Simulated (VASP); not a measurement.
# H (I4/mmm) in VASP: settings compared

Aim: see how the results for H move with the level of theory and the settings. Levels: PBEsol+D3(BJ), PBEsol+rVV10, rev-vdW-DF2, PBE+dDsC, PBEsol. Tasks: optical spectrum, band structure, density of states, phonons.

Everything below comes from runs of VASP 6.6.1. Logs are shortened: lines on timing, memory, paths and dates and some standing lists are left out, and cuts for length are marked.

## (1) The crystal as given

The structure is tetragonal, space group I4/mmm (No. 139). Conventional cell: a = 3.383 Å, b = 3.383 Å, c = 4.117 Å, α = 90.00°, β = 90.00°, γ = 90.00°. H (site symmetry 4mm) has 1 H at 0.74 Å as nearest neighbours.

## (2) Optical spectrum, PBEsol+D3(BJ)

INCAR reads:

```
PREC = Accurate
ENCUT = 450
EDIFF = 1E-7
ISMEAR = -1
SIGMA = 0.1
LREAL = F
LASPH = T
NELM = 100
ALGO = Normal
ISIF = 2
LWAVE = F
LCHARG = F
GGA = PS
IVDW = 12
LOPTICS = T
NBANDS = 3
NEDOS = 1000
CSHIFT = 0.05
NELMDL = -8
```

H.cif reads:

```cif
data_H
_cell_length_a 3.38306894
_cell_length_b 3.38306894
_cell_length_c 4.11694798
_cell_angle_alpha 90.00000000
_cell_angle_beta 90.00000000
_cell_angle_gamma 90.00000000
_space_group_name_H-M_alt 'I4/mmm'
_space_group_name_Hall '-I 4 2'
_space_group_IT_number 139
loop_
_space_group_symop_operation_xyz
'x,y,z'
'-x,-y,-z'
'-y,x,z'
'y,-x,-z'
'-x,-y,z'
'x,y,-z'
'y,-x,z'
'-y,x,-z'
'x,-y,-z'
'-x,y,z'
'-y,-x,-z'
'y,x,z'
'-x,y,-z'
'x,-y,z'
'y,x,-z'
'-y,-x,z'
'x+1/2,y+1/2,z+1/2'
'-x+1/2,-y+1/2,-z+1/2'
'-y+1/2,x+1/2,z+1/2'
'y+1/2,-x+1/2,-z+1/2'
'-x+1/2,-y+1/2,z+1/2'
'x+1/2,y+1/2,-z+1/2'
'y+1/2,-x+1/2,z+1/2'
'-y+1/2,x+1/2,-z+1/2'
'x+1/2,-y+1/2,-z+1/2'
'-x+1/2,y+1/2,z+1/2'
'-y+1/2,-x+1/2,-z+1/2'
'y+1/2,x+1/2,z+1/2'
'-x+1/2,y+1/2,-z+1/2'
'x+1/2,-y+1/2,z+1/2'
'y+1/2,x+1/2,-z+1/2'
'-y+1/2,-x+1/2,z+1/2'
loop_
_atom_site_label
_atom_site_type_symbol
_atom_site_symmetry_multiplicity
_atom_site_Wyckoff_symbol
_atom_site_fract_x
_atom_site_fract_y
_atom_site_fract_z
_atom_site_occupancy
H1 H 4 e 0.0000000000 0.0000000000 0.0901377100 1
```

KPOINTS reads:

```
Automatic mesh
0
Gamma
  8 8 7
```

POSCAR reads:

```
H 
 1.0000000000000000
     3.3830689399999998    0.0000000000000000    0.0000000000000000
     0.0000000000000000    3.3830689399999998    0.0000000000000000
     0.0000000000000000    0.0000000000000000    4.1169479800000000
 H  
   4
Cartesian
  0.0000000000000000  0.0000000000000000  0.3710922631063258
  0.0000000000000000  0.0000000000000000  3.7458557168936739
  1.6915344699999999  1.6915344699999999  2.4295662531063260
  1.6915344699999999  1.6915344699999999  1.6873817268936742
```

Potentials or basis: VASP PAW PBE potentials, release 64 (H).

Run with:

```bash
$ ase convert -i cif -o vasp H.cif POSCAR
$ cat potpaw_PBE.64/H/POTCAR > POTCAR
$ mpirun -np 1 vasp_std > vasp.out
```

OUTCAR:

```text
PREC = Accurate
   ENCUT = 450
   EDIFF = 1E-7
   ISMEAR = -1
   LREAL = F
   LASPH = T
   NELM = 100
   ISIF = 2
   GGA = PS
   IVDW = 12
   NELMDL = -8
 IVDW          = 12

 ion  position               nearest neighbor table
   1  0.000  0.000  0.090-   2 0.74
   2  0.000  0.000  0.910-   1 0.74
   3  0.500  0.500  0.590-   4 0.74
   4  0.500  0.500  0.410-   3 0.74

  LATTYP: Found a simple tetragonal cell.
 ALAT       =     3.3830689400
 C/A-ratio  =     1.2169270130

  Lattice vectors:

 A1 = (   3.3830689400,   0.0000000000,   0.0000000000)
 A2 = (   0.0000000000,   3.3830689400,   0.0000000000)
 A3 = (   0.0000000000,   0.0000000000,   4.1169479800)

Analysis of symmetry for initial positions (statically):
=====================================================================
 Subroutine PRICEL returns following result:

  LATTYP: Found a body centered tetragonal cell.
 ALAT       =     3.3830689400
 C/A-ratio  =     1.2169270130

  Lattice vectors:

 A1 = (  -1.6915344700,  -1.6915344700,  -2.0584739900)
 A2 = (   1.6915344700,   1.6915344700,  -2.0584739900)
 A3 = (   1.6915344700,  -1.6915344700,   2.0584739900)

   2 primitive cells build up your supercell.

 Routine SETGRP: Setting up the symmetry group for a
 simple tetragonal supercell.

 Subroutine GETGRP returns: Found 16 space group operations
 (whereof 16 operations were pure point group operations)
[... 338 lines left out ...]
  -------------------------------------------------------------------------------------
  Total      -0.13782    -0.13782     0.76994     0.00000     0.00000    -0.00000
  in kB      -4.68631    -4.68631    26.17990     0.00000     0.00000    -0.00000
  external pressure =        5.60 kB  Pullay stress =        0.00 kB

 VOLUME and BASIS-vectors are now :
 -----------------------------------------------------------------------------
  energy-cutoff  :      450.00
  volume of cell :       47.12
      direct lattice vectors                 reciprocal lattice vectors
     3.383068940  0.000000000  0.000000000     0.295589602  0.000000000  0.000000000
     0.000000000  3.383068940  0.000000000     0.000000000  0.295589602  0.000000000
     0.000000000  0.000000000  4.116947980     0.000000000  0.000000000  0.242898381

 POSITION                                       TOTAL-FORCE (eV/Angst)
 -----------------------------------------------------------------------------------
      0.00000      0.00000      0.37109        -0.000000      0.000000      0.625475
      0.00000      0.00000      3.74586         0.000000      0.000000     -0.625475
      1.69153      1.69153      2.42957         0.000000     -0.000000      0.625475
      1.69153      1.69153      1.68738        -0.000000     -0.000000     -0.625475
 -----------------------------------------------------------------------------------
    total drift:                                0.000000      0.000000     -0.000000

  FREE ENERGIE OF THE ION-ELECTRON SYSTEM (eV)
  ---------------------------------------------------
  free  energy   TOTEN  =       -13.0790091291 eV

  energy  without entropy=      -13.0790091289  energy(sigma->0) =      -13.07900913

 electrical conductivity sigma (Mega S m-1) (frequency dependency in vasprun.xml)
  --------------------------------------------------------------------------------------
       0.000       0.000      -0.000
       0.000       0.000      -0.000
      -0.000      -0.000       0.000

  frequency dependent IMAGINARY DIELECTRIC FUNCTION (independent particle, no local field effects) density-density
     E(ev)      X         Y         Z        XY        YZ        ZX
  --------------------------------------------------------------------------------------------------------------
     0.00000     0.00000     0.00000     0.00000     0.00000     0.00000     0.00000
     0.16852     0.00002     0.00002     0.00007     0.00000     0.00000    -0.00000
     0.33703     0.00004     0.00004     0.00014     0.00000     0.00000    -0.00000
     0.50555     0.00006     0.00006     0.00020     0.00000     0.00000    -0.00000
     0.67406     0.00008     0.00008     0.00027     0.00000     0.00000    -0.00000
     0.84258     0.00010     0.00010     0.00034     0.00000     0.00000    -0.00000
[... 92 lines left out ...]
    16.51457     0.00117     0.00117     0.00296     0.00000     0.00000    -0.00000
    16.68309     0.00110     0.00110     0.00279     0.00000     0.00000    -0.00000

  frequency dependent      REAL DIELECTRIC FUNCTION (independent particle, no local field effects) density-density
     E(ev)        X           Y           Z          XY          YZ          ZX
  --------------------------------------------------------------------------------------------------------------
     0.00000     1.13620     1.13620     1.43111     0.00000     0.00000    -0.00000
     0.16852     1.13623     1.13623     1.43122     0.00000     0.00000    -0.00000
     0.33703     1.13633     1.13633     1.43157     0.00000     0.00000    -0.00000
     0.50555     1.13650     1.13650     1.43214     0.00000     0.00000    -0.00000
     0.67406     1.13674     1.13674     1.43294     0.00000     0.00000    -0.00000
     0.84258     1.13705     1.13705     1.43397     0.00000     0.00000    -0.00000
[... 92 lines left out ...]
    16.51457     0.89447     0.89447     0.71147     0.00000    -0.00000     0.00000
    16.68309     0.89829     0.89829     0.72114     0.00000    -0.00000     0.00000

  frequency dependent IMAGINARY DIELECTRIC FUNCTION (independent particle, no local field effects) current-current
     E(ev)      X         Y         Z        XY        YZ        ZX
  --------------------------------------------------------------------------------------------------------------
     0.00000     0.80939     0.80939     2.56223     0.00000    -0.00000    -0.00000
     0.16852     0.08098     0.08098     0.25636     0.00000    -0.00000    -0.00000
     0.33703     0.04055     0.04055     0.12838     0.00000    -0.00000    -0.00000
     0.50555     0.02710     0.02710     0.08581     0.00000    -0.00000    -0.00000
     0.67406     0.02040     0.02040     0.06460     0.00000    -0.00000    -0.00000
     0.84258     0.01639     0.01639     0.05193     0.00000    -0.00000    -0.00000
[... 92 lines left out ...]
    16.51457     0.00053     0.00053     0.00121    -0.00000    -0.00000    -0.00000
    16.68309     0.00049     0.00049     0.00111    -0.00000    -0.00000    -0.00000

  frequency dependent      REAL DIELECTRIC FUNCTION (independent particle, no local field effects) current-current
     E(ev)        X           Y           Z          XY          YZ          ZX
  --------------------------------------------------------------------------------------------------------------
     0.00000     1.13638     1.13638     1.43173    -0.00000    -0.00000    -0.00000
     0.16852     1.13642     1.13642     1.43185    -0.00000    -0.00000    -0.00000
     0.33703     1.13652     1.13652     1.43219    -0.00000    -0.00000    -0.00000
     0.50555     1.13669     1.13669     1.43276    -0.00000    -0.00000    -0.00000
     0.67406     1.13693     1.13693     1.43357    -0.00000    -0.00000    -0.00000
     0.84258     1.13723     1.13723     1.43461    -0.00000    -0.00000    -0.00000
[... 92 lines left out ...]
    16.51457     0.89452     0.89452     0.71159    -0.00000     0.00000     0.00000
    16.68309     0.89834     0.89834     0.72125    -0.00000     0.00000     0.00000
```

OSZICAR:

```text
N       E                     dE             d eps       ncg     rms          rms(c)
DAV:   1    -0.536416093065E+01   -0.53642E+01   -0.11584E+03   363   0.828E+02
DAV:   2    -0.136053986334E+02   -0.82412E+01   -0.76487E+01   384   0.107E+02
DAV:   3    -0.140762868020E+02   -0.47089E+00   -0.47089E+00   471   0.254E+01
DAV:   4    -0.140780907790E+02   -0.18040E-02   -0.18040E-02   558   0.164E+00
DAV:   5    -0.140780931599E+02   -0.23809E-05   -0.23808E-05   471   0.406E-02
DAV:   6    -0.140780931720E+02   -0.12157E-07   -0.12185E-07   519   0.200E-03
DAV:   7    -0.140780931722E+02   -0.14798E-09   -0.15343E-09   483   0.169E-04
DAV:   8    -0.140780931722E+02   -0.14538E-10   -0.16488E-10   393   0.413E-05    0.608E+00
DAV:   9    -0.133449210152E+02    0.73317E+00   -0.41075E-01   360   0.736E+00    0.330E+00
DAV:  10    -0.130250906911E+02    0.31983E+00   -0.74311E-01   360   0.104E+01    0.342E-01
DAV:  11    -0.130343499261E+02   -0.92592E-02   -0.10771E-02   360   0.119E+00    0.141E-01
DAV:  12    -0.130339993606E+02    0.35057E-03   -0.12357E-03   396   0.496E-01    0.198E-02
DAV:  13    -0.130340394468E+02   -0.40086E-04   -0.36716E-05   381   0.111E-01    0.304E-03
DAV:  14    -0.130340422118E+02   -0.27650E-05   -0.24228E-06   411   0.259E-02    0.419E-04
DAV:  15    -0.130340423052E+02   -0.93364E-07   -0.87724E-08   399   0.603E-03
   1 F= -.13079009E+02 E0= -.13079009E+02  d E =-.211789E-09
 imaginary and real dielectric function
```

Wall time 15 s (1 thread of AMD EPYC 7R43 (Zen 3), shared host); peak memory 0.12 GiB.

What came out:

```yaml
Free_energy: -13.0790 eV
Pressure: 0.6 GPa
Largest_force: 0.625 eV/Å
Band_gap_on_the_k_mesh: 8.82 eV
Dispersion_energy_per_atom: -0.011 eV
```

Forces on the atoms (eV/Å):
```
H    0.000  0.000  0.625
H    0.000  0.000 -0.625
H    0.000  0.000  0.625
H    0.000  0.000 -0.625
```

Dielectric function (mean over the directions given):
```tsv
energy (eV)	real part	imaginary part
0.27	1.23	0.00
1.08	1.24	0.00
1.95	1.24	0.00
2.83	1.25	0.00
3.71	1.27	0.00
4.58	1.29	0.00
5.46	1.32	0.00
6.34	1.37	0.00
7.21	1.45	0.01
8.09	1.59	0.01
8.90	1.92	0.03
9.77	3.00	1.39
10.65	0.20	1.70
11.53	0.04	0.76
12.40	0.20	0.21
13.28	0.54	0.01
14.16	0.69	0.01
15.03	0.76	0.00
15.91	0.81	0.00
16.78	0.84	0.00
```

Caveat: spectra need much finer meshes, so this one isn't converged; independent-particle spectra lack excitons; the PAW data sets were made with another functional, which shifts forces and pressure a little; an odd mesh through Γ misses points on the zone boundary, where band edges often lie.

## (3) Optical spectrum, PBEsol+rVV10, non-collinear spin, antiferromagnetic start

This run uses another cell than the first one: it holds 2 atoms, not 4.

INCAR reads:

```
SYSTEM = H
PREC = Normal ; ENCUT = 600
EDIFF = 1E-6 ; ISMEAR = -1
SIGMA = 0.02 ; LREAL = .FALSE.
LASPH = .TRUE. ; NELM = 60
ALGO = Fast ; ISIF = 2
LWAVE = .FALSE. ; LCHARG = .FALSE.
LNONCOLLINEAR = .TRUE. ; MAGMOM = 0.354 0.354 0 -0.354 -0.354 0
LORBIT = 11 ; GGA = PS
LUSE_VDW = .TRUE. ; IVDW_NL = 2
BPARAM = 20.0 ; CPARAM = 0.0093
LOPTICS = .TRUE. ; NBANDS = 66
NEDOS = 1000 ; CSHIFT = 0.1
```

KPOINTS reads:

```
Automatic mesh
0
G
  8 8 8
  0 0 0
```

POSCAR reads:

```
H
3.1559
   -0.535991149910      0.535991149910      0.652262109066
    0.535991149910     -0.535991149910      0.652262109066
    0.535991149910      0.535991149910     -0.652262109066
H
2
Direct
    0.0901377100      0.0901377100      0.0000000000
    0.9098622900      0.9098622900      0.0000000000
```

Potentials or basis: VASP PAW PBE potentials, release 64 (H_GW).

Run with:

```bash
$ cat potpaw_PBE.64/H_GW/POTCAR > POTCAR
$ mpirun -np 1 vasp_ncl > vasp.out
```

OUTCAR:

```text
SYSTEM = H
   PREC = Normal
   ENCUT = 600
   EDIFF = 1E-6
   ISMEAR = -1
   LREAL = .FALSE.
   LASPH = .TRUE.
   NELM = 60
   ISIF = 2
   LNONCOLLINEAR = .TRUE.
   LORBIT = 11
   GGA = PS
   IVDW_NL = 2
   BPARAM = 20.0

 ion  position               nearest neighbor table
   1  0.090  0.090  0.000-   2 0.74
   2  0.910  0.910  0.000-   1 0.74

  LATTYP: Found a body centered tetragonal cell.
 ALAT       =     3.3830689400
 C/A-ratio  =     1.2169270130

  Lattice vectors:
[... 970 lines left out ...]
  --------------------------------------------------------------------------------------------------------------
     0.00000     1.49446     1.49446     1.80263     0.00000     0.00000     0.00000
     0.98518     1.49747     1.49747     1.80890     0.00000     0.00000     0.00000
     1.97035     1.50686     1.50686     1.82855     0.00000     0.00000     0.00000
     2.95553     1.52350     1.52350     1.86369     0.00000     0.00000     0.00000
     3.94071     1.54912     1.54912     1.91869     0.00000     0.00000     0.00000
     4.92588     1.58690     1.58690     2.00167     0.00000     0.00000     0.00000
[... 92 lines left out ...]
    96.54730     0.98683     0.98683     0.98726     0.00000     0.00000     0.00000
    97.53248     0.98712     0.98712     0.98752     0.00000     0.00000     0.00000

 total charge

# of ion       s       p       d       tot
------------------------------------------
    1        0.613   0.024   0.001   0.637
    2        0.613   0.024   0.001   0.637
--------------------------------------------------
tot          1.225   0.048   0.001   1.274

 magnetization (x)

# of ion       s       p       d       tot
------------------------------------------
    1        0.000  -0.000  -0.000   0.000
    2       -0.000   0.000   0.000  -0.000
--------------------------------------------------
tot          0.000   0.000   0.000   0.000

 magnetization (y)

# of ion       s       p       d       tot
------------------------------------------
    1        0.000  -0.000  -0.000   0.000
    2       -0.000   0.000   0.000  -0.000
--------------------------------------------------
tot          0.000   0.000   0.000   0.000

 magnetization (z)

# of ion       s       p       d       tot
------------------------------------------
    1       -0.000  -0.000  -0.000  -0.000
    2        0.000   0.000   0.000   0.000
--------------------------------------------------
tot          0.000   0.000   0.000   0.000
```

stdout:

```text
POSCAR found type information on POSCAR H
 POSCAR found :  1 types and       2 ions
 scaLAPACK will be used
 -----------------------------------------------------------------------------
|                                                                             |
|                                                                             |
|     You have switched on vdW-DFT.                                           |
|     This routine was written and supplied by Jiri Klimes. We recommend      |
[... 19 lines left out ...]
 FFT: planning ... GRIDC
 FFT: planning ... GRID_SOFT
 FFT: planning ... GRID
 WAVECAR not read
 entering main loop
 optical routines
 imaginary and real dielectric function
 recalculating local potential from charge density
 direction            1
 direction            2
 direction            3
```

Run time: 2.6 min. Hardware: 1 thread of Intel Xeon 6975P-C (Granite Rapids), shared host; peak memory 0.51 GiB.

What came out:

| Property | Result |
| --- | --- |
| Free energy | -6.4843 eV |
| Pressure | 0.8 GPa |
| Largest force | 0.637 eV/Å |
| Band gap on the k mesh | 8.71 eV, indirect (least direct gap 9.54 eV) |
| Net moment | 0.00 μB per cell |
| Valence electrons inside the program's atomic spheres | H 0.64 |

Forces in eV/Å, atoms in the order of the input:
```
H    0.000  0.000  0.637
H    0.000  0.000 -0.637
```

Dielectric function (mean over the directions given):
```csv
energy (eV),real part,imaginary part
0.30,1.60,0.00
0.79,1.60,0.00
1.28,1.60,0.00
1.77,1.61,0.00
2.27,1.62,0.00
2.76,1.63,0.00
3.25,1.65,0.00
3.74,1.66,0.00
4.33,1.69,0.01
4.83,1.72,0.01
5.32,1.75,0.01
5.81,1.80,0.01
6.31,1.85,0.01
6.80,1.92,0.02
7.29,2.00,0.02
7.78,2.12,0.03
8.37,2.35,0.05
8.87,2.67,0.09
9.36,3.41,0.31
9.85,4.64,1.99
10.34,1.66,2.70
10.84,0.87,2.10
11.33,1.50,2.54
11.82,0.15,1.27
12.41,0.37,0.87
12.91,0.83,0.56
13.40,0.62,0.79
13.89,0.52,0.60
14.38,0.55,0.69
14.88,0.68,0.42
15.37,0.60,0.55
15.86,0.63,0.46
16.45,0.53,0.48
16.95,0.43,0.50
17.44,0.80,0.30
17.93,0.76,0.51
18.42,0.50,0.41
18.92,0.71,0.35
19.41,0.69,0.28
20.00,0.60,0.38
```

Moments on the atoms (μB; x, y, z):
```
H   0.00 0.00 0.00
H   0.00 0.00 0.00
```

Caveat: spectra need much finer meshes, so this one isn't converged; independent-particle spectra lack excitons; the PAW data sets were made with another functional, which shifts forces and pressure a little.

(Part 1 of 2 ends here.)
